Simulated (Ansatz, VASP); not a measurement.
# VAs (zincblende prototype): VASP beside Ansatz, part 2 of 2

One calculation is typed for both programs; each brings its own data sets. How far apart do they land? The cell is invented: As first built, before any earlier steps moved the atoms (in the runner's words): zincblende prototype, lattice guessed from radii. It may not be a known or stable phase. The two relaxations start from unlike cells of this crystal (the structure described is Ansatz's start), so only their ends are compared.

VASP 6.6.1 and Ansatz 0.2.0.

So far: Set-up; Ansatz: relaxation of cell and atoms, PBE, DFT+U.

## 3. VASP: relaxation of cell and atoms, PBE, DFT+U

Level of this step: PBE, DFT+U (V d 3.2 eV), spin-polarised from a ferromagnetic start; plane waves and PAW (V_sv, As); invented cell (VASP).

Its own start cell and the same functional, mesh and smearing now go to VASP, with its own data sets.

Lines of VASP's logs that name or quote its potential files are left out, and so is its time.

The input, INCAR:

```
SYSTEM = VAs
PREC = Accurate
ENCUT = 500
EDIFF = 1E-07
NELM = 200
ISMEAR = -1
SIGMA = 0.1
LREAL = .FALSE.
ALGO = Normal
GGA = PE
NBANDS = 18
ISPIN = 2
MAGMOM = 2.08 -0.21
LDAU = .TRUE.
LDAUTYPE = 2
LDAUL = 2 -1
LDAUU = 3.2 0
LDAUJ = 0 0
LDAUPRINT = 1
LASPH = .TRUE.
LMAXMIX = 4
LORBIT = 11
LWAVE = .FALSE.
LCHARG = .FALSE.
ISIF = 3
IBRION = 2
NSW = 80
EDIFFG = -0.005
GGA_COMPAT = .FALSE.
NELMIN = 4
```

The input, POSCAR:

```
VAs
1.0
    0.0000000000      2.9269076326      2.9269076326
    2.9269076326      0.0000000000      2.9269076326
    2.9269076326      2.9269076326      0.0000000000
V As
1 1
Direct
    0.0000000000      0.0000000000      0.0000000000
    0.2500000000      0.2500000000      0.2500000000
```

The input, KPOINTS:

```
Automatic mesh
0
Gamma
10 10 10
0 0 0
```

PAW data sets: V_sv and As (PBE family, release 64).

On the command line:

```sh
mpirun -np 1 vasp_std
```

Numbers of over 12 decimals in the logs are rounded to 6 here.

What it wrote:

```text
[banner, memory and clock lines left out]
running    1 mpi-ranks, on    1 nodes
 distrk:  each k-point on    1 cores,    1 groups
 distr:  one band on    1 cores,    1 groups

 POSCAR found type information on POSCAR V As
 POSCAR found :  2 types and       2 ions
 LDA part: xc-table for (Slater+PW92), standard interpolation
 POSCAR, INCAR and KPOINTS ok, starting setup
 FFT: planning ... GRIDC
 FFT: planning ... GRID_SOFT
 FFT: planning ... GRID
 WAVECAR not read
 entering main loop
       N       E                     dE             d eps       ncg     rms          rms(c)
DAV:   1     0.128696340104E+03    0.12870E+03   -0.83619E+03  3448   0.900E+02
DAV:   2    -0.811850753417E+01   -0.13681E+03   -0.13214E+03  3456   0.270E+02
DAV:   3    -0.126699528065E+02   -0.45514E+01   -0.44963E+01  4108   0.508E+01
DAV:   4    -0.127098823786E+02   -0.39930E-01   -0.39905E-01  3726   0.494E+00
DAV:   5    -0.127101546542E+02   -0.27228E-03   -0.27227E-03  3782   0.477E-01    0.140E+01
DAV:   6    -0.119044373696E+02    0.80572E+00   -0.18032E+01  3554   0.371E+01    0.155E+01
DAV:   7    -0.108078033609E+02    0.10966E+01   -0.49153E+00  3532   0.258E+01    0.313E+00
DAV:   8    -0.109077593142E+02   -0.99956E-01   -0.59010E-01  3486   0.366E+00    0.192E+00
DAV:   9    -0.109693386403E+02   -0.61579E-01   -0.11023E-01  3596   0.170E+00    0.133E+00
DAV:  10    -0.110176775397E+02   -0.48339E-01   -0.10930E-01  3604   0.127E+00    0.613E-01
DAV:  11    -0.110180304391E+02   -0.35290E-03   -0.50926E-03  3594   0.614E-01    0.312E-01
DAV:  12    -0.110177601060E+02    0.27033E-03   -0.12993E-03  3632   0.346E-01    0.170E-01
DAV:  13    -0.110179852730E+02   -0.22517E-03   -0.95085E-04  3598   0.288E-01    0.450E-02
DAV:  14    -0.110180342798E+02   -0.49007E-04   -0.17672E-04  3582   0.879E-02    0.207E-02
DAV:  15    -0.110180412273E+02   -0.69475E-05   -0.78185E-06  3640   0.185E-02    0.116E-02
DAV:  16    -0.110180462993E+02   -0.50720E-05   -0.53128E-06  3526   0.171E-02    0.481E-03
DAV:  17    -0.110180467522E+02   -0.45285E-06   -0.11264E-06  3588   0.621E-03    0.284E-03
DAV:  18    -0.110180466234E+02    0.12872E-06   -0.15559E-07  2384   0.258E-03    0.149E-03
DAV:  19    -0.110180466063E+02    0.17159E-07   -0.51330E-08  2304   0.199E-03
   1 F= -.11018047E+02 E0= -.11011272E+02  d E =-.110180E+02  mag=     2.0023
 curvature:   0.00 expect dE= 0.000E+00 dE for cont linesearch  0.000E+00
 trial: gam= 0.00000 g(F)=  0.398E-46 g(S)=  0.127E-03 ort = 0.000E+00 (trialstep = 0.100E+01)
 search vector abs. value=  0.127E-03
 bond charge predicted
       N       E                     dE             d eps       ncg     rms          rms(c)
DAV:   1    -0.110210317926E+02   -0.29852E-02   -0.41330E-02  3514   0.234E+00    0.482E-01
DAV:   2    -0.110190591950E+02    0.19726E-02   -0.19534E-02  3548   0.149E+00    0.329E-01
DAV:   3    -0.110181425669E+02    0.91663E-03   -0.18440E-03  3540   0.532E-01    0.552E-02
DAV:   4    -0.110180804008E+02    0.62166E-04   -0.26830E-04  3418   0.996E-02    0.388E-02
DAV:   5    -0.110180815295E+02   -0.11287E-05   -0.55676E-05  3538   0.651E-02    0.162E-02
DAV:   6    -0.110180808609E+02    0.66856E-06   -0.25006E-06  3462   0.944E-03    0.963E-03
DAV:   7    -0.110180808632E+02   -0.22355E-08   -0.17700E-06  3616   0.105E-02    0.305E-03
DAV:   8    -0.110180809050E+02   -0.41840E-07   -0.15460E-07  3110   0.283E-03
   2 F= -.11018081E+02 E0= -.11011428E+02  d E =-.342987E-04  mag=     2.0024
 trial-energy change:   -0.000034  1 .order   -0.000041   -0.000127    0.000045
 step:   0.6891(harm=  0.7375)  dis= 0.00000  next Energy=   -11.018088 (dE=-0.415E-04)
 bond charge predicted
       N       E                     dE             d eps       ncg     rms          rms(c)
DAV:   1    -0.110183711277E+02   -0.29026E-03   -0.40009E-03  3518   0.726E-01    0.149E-01
DAV:   2    -0.110181777956E+02    0.19333E-03   -0.17437E-03  3548   0.454E-01    0.998E-02
DAV:   3    -0.110180940686E+02    0.83727E-04   -0.18011E-04  3540   0.163E-01    0.171E-02
DAV:   4    -0.110180881678E+02    0.59008E-05   -0.23909E-05  3404   0.287E-02    0.113E-02
DAV:   5    -0.110180884113E+02   -0.24354E-06   -0.42765E-06  3540   0.179E-02    0.494E-03
DAV:   6    -0.110180885236E+02   -0.11223E-06   -0.20071E-07  3376   0.270E-03    0.286E-03
DAV:   7    -0.110180886425E+02   -0.11891E-06   -0.14021E-07  3178   0.309E-03    0.826E-04
DAV:   8    -0.110180886133E+02    0.29204E-07   -0.11991E-08  1720   0.836E-04
   3 F= -.11018089E+02 E0= -.11011400E+02  d E =-.420070E-04  mag=     2.0023
 curvature:  -0.36 expect dE=-0.411E-07 dE for cont linesearch -0.411E-07
 trial: gam=-0.02927 g(F)=  0.192E-46 g(S)=  0.115E-06 ort = 0.382E-05 (trialstep = 0.938E+00)
 search vector abs. value=  0.205E-09
 reached required accuracy - stopping structural energy minimisation
```

From OUTCAR (step 3):

```text
ion  position               nearest neighbor table
   1  0.000  0.000  0.000-   2 2.53   2 2.53   2 2.53   2 2.53
   2  0.250  0.250  0.250-   1 2.53   1 2.53   1 2.53   1 2.53

  LATTYP: Found a face centered cubic cell.
 ALAT       =     5.8538152652

 Subroutine GETGRP returns: Found 24 space group operations
 (whereof 24 operations were pure point group operations)

The static configuration has the point symmetry T_d .

 Found     47 irreducible k-points:

   k-points           NKPTS =     47   k-points in BZ     NKDIM =     47   number of bands    NBANDS=     18

   dimension x,y,z NGX =    30 NGY =   30 NGZ =   30
   dimension x,y,z NGXF=    60 NGYF=   60 NGZF=   60

   ENCUT  =  500.0 eV  36.75 Ry    6.06 a.u.   7.55  7.55  7.55*2*pi/ulx,y,z

   NELECT =      18.0000    total number of electrons

 k-points in reciprocal lattice and weights: Automatic mesh
   0.00000000  0.00000000  0.00000000       0.001
   0.10000000  0.00000000  0.00000000       0.008
   0.20000000  0.00000000  0.00000000       0.008
   0.30000000  0.00000000  0.00000000       0.008
   0.40000000  0.00000000  0.00000000       0.008
   0.50000000  0.00000000  0.00000000       0.004
   0.10000000  0.10000000  0.00000000       0.006
   0.20000000  0.10000000  0.00000000       0.024
   0.30000000  0.10000000  0.00000000       0.024
[...]
-0.30000000  0.40000000  0.20000000       0.024
  -0.30000000  0.50000000  0.20000000       0.012

atom =   1  type =  1  l = 2

 onsite density matrix

spin component  1

  0.2802 -0.0000  0.0000 -0.0000  0.0000
 -0.0000  0.2802  0.0000  0.0000 -0.0000
  0.0000  0.0000  0.8510  0.0000 -0.0000
 -0.0000  0.0000  0.0000  0.2802 -0.0000
  0.0000 -0.0000 -0.0000 -0.0000  0.8510

spin component  2

  0.1169  0.0000  0.0000 -0.0000  0.0000
  0.0000  0.1169  0.0000  0.0000 -0.0000
  0.0000  0.0000  0.0292  0.0000 -0.0000
 -0.0000  0.0000  0.0000  0.1169  0.0000
  0.0000 -0.0000 -0.0000  0.0000  0.0292

 occupancies and eigenvectors

  o =  0.0292  v =  0.0000  0.0000  0.0000  0.0000  0.0000  0.0000  0.0000  0.0119 -0.0000  0.9999      0.0000  0.0000  0.0000  0.0000  0.0000  0.0000  0.0000  0.0000  0.0000  0.0000
  o =  0.0292  v =  0.0000  0.0000  0.0000  0.0000  0.0000  0.0000 -0.0000 -0.9999  0.0000  0.0119      0.0000  0.0000  0.0000  0.0000  0.0000  0.0000  0.0000  0.0000  0.0000  0.0000
  o =  0.1169  v =  0.0000  0.0000  0.0000  0.0000  0.0000  1.0000  0.0000  0.0000  0.0000  0.0000      0.0000  0.0000  0.0000  0.0000  0.0000  0.0000  0.0000  0.0000  0.0000  0.0000
  o =  0.1169  v =  0.0000  0.0000  0.0000  0.0000  0.0000  0.0000  0.7993 -0.0000 -0.6010  0.0000      0.0000  0.0000  0.0000  0.0000  0.0000  0.0000  0.0000  0.0000  0.0000  0.0000
  o =  0.1169  v =  0.0000  0.0000  0.0000  0.0000  0.0000  0.0000  0.6010 -0.0000  0.7993  0.0000      0.0000  0.0000  0.0000  0.0000  0.0000  0.0000  0.0000  0.0000  0.0000  0.0000
  o =  0.2802  v =  1.0000  0.0000  0.0000  0.0000  0.0000  0.0000  0.0000  0.0000  0.0000  0.0000      0.0000  0.0000  0.0000  0.0000  0.0000  0.0000  0.0000  0.0000  0.0000  0.0000
  o =  0.2802  v =  0.0000  0.9798  0.0000  0.2002 -0.0000  0.0000  0.0000  0.0000  0.0000  0.0000      0.0000  0.0000  0.0000  0.0000  0.0000  0.0000  0.0000  0.0000  0.0000  0.0000
  o =  0.2802  v =  0.0000  0.2002  0.0000 -0.9798 -0.0000  0.0000  0.0000  0.0000  0.0000  0.0000      0.0000  0.0000  0.0000  0.0000  0.0000  0.0000  0.0000  0.0000  0.0000  0.0000
  o =  0.8510  v =  0.0000 -0.0000  0.1989  0.0000 -0.9800  0.0000  0.0000  0.0000  0.0000  0.0000      0.0000  0.0000  0.0000  0.0000  0.0000  0.0000  0.0000  0.0000  0.0000  0.0000
  o =  0.8510  v =  0.0000 -0.0000  0.9800 -0.0000  0.1989  0.0000  0.0000  0.0000  0.0000  0.0000      0.0000  0.0000  0.0000  0.0000  0.0000  0.0000  0.0000  0.0000  0.0000  0.0000

 average (electrostatic) potential at core
       1 -77.0441       2 -49.8630

 E-fermi :   3.0730

 spin component 1
 k-point     1 :       0.0000    0.0000    0.0000
  band No.  band energies     occupation
    ...
      6       1.6079      1.00000
      7       1.6081      1.00000
      8       1.6081      1.00000
      9       1.6252      1.00000
     10       1.6257      1.00000
     11       6.5641      0.00000
     12       7.7274      0.00000
     13       7.7278      0.00000
     14       7.7278      0.00000
     15      10.5548      0.00000
    ...

 k-point     2 :       0.1000    0.0000    0.0000
  band No.  band energies     occupation
    ...
      6       1.4209      1.00000
      7       1.4835      1.00000
      8       1.4838      1.00000
      9       1.7765      1.00000
     10       1.7768      1.00000
     11       6.4250      0.00000
     12       7.5370      0.00000
     13       7.5373      0.00000
     14       7.6550      0.00000
     15      10.6616      0.00000
    ...

 k-point     3 :       0.2000    0.0000    0.0000
  band No.  band energies     occupation
    ...
      6       0.9715      1.00000
      7       1.3514      1.00000
      8       1.3517      1.00000
      9       1.9917      0.99998
     10       1.9920      0.99998
     11       5.7213      0.00000
     12       7.1030      0.00000
     13       7.1032      0.00000
     14       7.8985      0.00000
     15      10.9461      0.00000
    ...

 k-point     4 :       0.3000    0.0000    0.0000
  band No.  band energies     occupation
    ...
      6       0.4572      1.00000
      7       1.2267      1.00000
      8       1.2270      1.00000
      9       2.2521      0.99973
     10       2.2524      0.99973
     11       4.8706      0.00000
     12       6.6156      0.00000
     13       6.6158      0.00000
     14       8.1733      0.00000
     15      11.2335      0.00000
    ...

 k-point     5 :       0.4000    0.0000    0.0000
  band No.  band energies     occupation
    ...
      6       0.0470      1.00000
      7       1.1357      1.00000
      8       1.1360      1.00000
      9       2.4896      0.99708
     10       2.4899      0.99707
     11       4.2664      0.00001
     12       6.2199      0.00000
     13       6.2201      0.00000
     14       8.2569      0.00000
     15      11.1398      0.00000
    ...

 k-point     6 :       0.5000    0.0000    0.0000
  band No.  band energies     occupation
    ...
      6      -0.1127      1.00000
      7       1.1024      1.00000
      8       1.1027      1.00000
      9       2.5911      0.99199
     10       2.5914      0.99197
     11       4.0530      0.00006
     12       6.0622      0.00000
     13       6.0624      0.00000
     14       8.2621      0.00000
     15      11.0858      0.00000
    ...

  Total        0.0012622      0.0012622      0.0012622      0.0000000      0.0000000     -0.0000000
  in kB        0.0402402      0.0402402      0.0402402      0.0000000      0.0000000     -0.0000000
  external PRESSURE =       0.0402402 kB  Pullay stress =       0.0000000 kB

  energy-cutoff  :      500.00
  volume of cell :       50.25
      direct lattice vectors                 reciprocal lattice vectors
     0.000000000  2.928942316  2.928942316    -0.170710088  0.170710088  0.170710088
     2.928942316  0.000000000  2.928942316     0.170710088 -0.170710088  0.170710088
     2.928942316  2.928942316  0.000000000     0.170710088  0.170710088 -0.170710088

 POSITION                                       TOTAL-FORCE (eV/Angst)
 -----------------------------------------------------------------------------------
      0.00000      0.00000      0.00000        -0.000000     -0.000000     -0.000000
      1.46447      1.46447      1.46447         0.000000      0.000000      0.000000
 -----------------------------------------------------------------------------------
    total drift:                                0.000000      0.000000      0.000000

  FREE ENERGIE OF THE ION-ELECTRON SYSTEM (eV)
  ---------------------------------------------------
  free  energy   TOTEN  =       -11.0180886133 eV

  energy  without entropy=      -11.0047118343  energy(sigma->0) =      -11.01140022

 reached required accuracy - stopping structural energy minimisation

 total charge
# of ion       s       p       d       tot
------------------------------------------
    1        2.241   6.122   2.932  11.295
    2        1.207   1.657   0.020   2.884
--------------------------------------------------
tot          3.448   7.779   2.952  14.179

 magnetization (x)
# of ion       s       p       d       tot
------------------------------------------
    1        0.024   0.002   2.124   2.151
    2       -0.017  -0.172   0.012  -0.176
--------------------------------------------------
tot          0.007  -0.169   2.137   1.975

[... 6 further parts left out ...]
```

CONTCAR:

```
VAs
   1.00000000000000
     0.0000000000000000    2.9289423159362533    2.9289423159362533
     2.9289423159362533    0.0000000000000000    2.9289423159362533
     2.9289423159362533    2.9289423159362533    0.0000000000000000
  V               As
     1     1
Direct
     0.0000000000000000    0.0000000000000000    0.0000000000000000
     0.2500000000000000    0.2500000000000000    0.2500000000000000
```

The cell holds one magnetic atom, so no antiferromagnetic order fits into it. The run keeps the 24 symmetry operations of its start, so it cannot find a distortion of lower symmetry.

## 4. Comparison

Known differences besides the potentials themselves: VASP starts from the moments at which Ansatz ended; U acts on the PAW sphere in VASP and on atomic orbitals in Ansatz, so only states and trends compare; the data sets hold 28 valence electrons in Ansatz (on its default PAW (the set named soft_2) files) and 18 in VASP; the cutoff is 420 eV in Ansatz and 500 eV in VASP; site moments are counted in spheres of each program's own size. Total energies have different zeros and are not compared.

Both answers:

```csv
quantity,Ansatz,VASP,difference
volume (Å³),50.09,50.25,-0.33 %
"edge a after relaxation, in the typed setting (Å)",4.138,4.142,-0.11 %
total moment (μB),2.01,2.00,+0.01
moment on V1 (μB),2.08,2.15,-0.07
moment on As2 (μB),-0.21,-0.18,-0.04
```

## 5. Outcome

```json
{
 "difference in volume (relaxation of cell and atoms, PBE, DFT+U)": "-0.33 %"
}
```

In words: The difference in volume is -0.33 % (relaxation of cell and atoms, PBE, DFT+U). The data sets hold unlike numbers of valence electrons (28 in Ansatz and 18 in VASP), so part of the differences comes from the potentials. How closely two codes agree says nothing of how well the functional describes the real material.

[Lines on the potential files, build, host, timing and source positions are cut from VASP's logs without a mark.]

[Logs are printed without paths, hosts, clocks, repeated set-up lines and the standing remarks that a program may print on its own settings, such as how far it seeks lower states.]

[Hosts, paths, dates, database ids (printed as entryN), source tags and the programs' standing remarks are cut or masked in the printed files.]
